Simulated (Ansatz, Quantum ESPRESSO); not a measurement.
# Ag: spin-orbit coupling in 2 programs

Symmetry: P6_3/mmc, No. 194, hexagonal system. Conventional cell: a = 2.930 Å, b = 2.930 Å, c = 4.790 Å, α = 90.00°, β = 90.00°, γ = 120.00°. Around Ag (site symmetry -6m2) lie 12 Ag at 2.93 Å.

This isn't the form of Ag at room conditions, which is fcc.

Kept alike: task band structure; functional PBEsol; k mesh 10 × 10 × 6; occupations fermi-dirac, width 0.05 eV. The mesh is that of the run's cell of 2 atoms.

- A: Ansatz, Ansatz PAW, made for PBE, cutoff 420 eV
- B: Quantum ESPRESSO; PseudoDojo 0.4.1 SR PBEsol standard (False); PseudoDojo 0.4 FR PBEsol standard (True), cutoff 1116 eV

```csv
spin-orbit coupling,A: pressure (GPa),B: pressure (GPa)
off,-6.12,-6.27
on,-6.26,-6.16
```

Pressure is positive in compression; plane-wave values hold the error of the finite cutoff, which Ansatz corrects. Values on potentials made for another functional: all of A. For a metal such a mesh leaves the last digits unconverged.

How large is the effect of spin-orbit coupling, and do the programs agree on it?

From off to on the pressure moves by -0.14 in A, +0.11 in B (GPa). Row by row the programs differ by 0.10 to 0.15, and they don't agree on the direction.
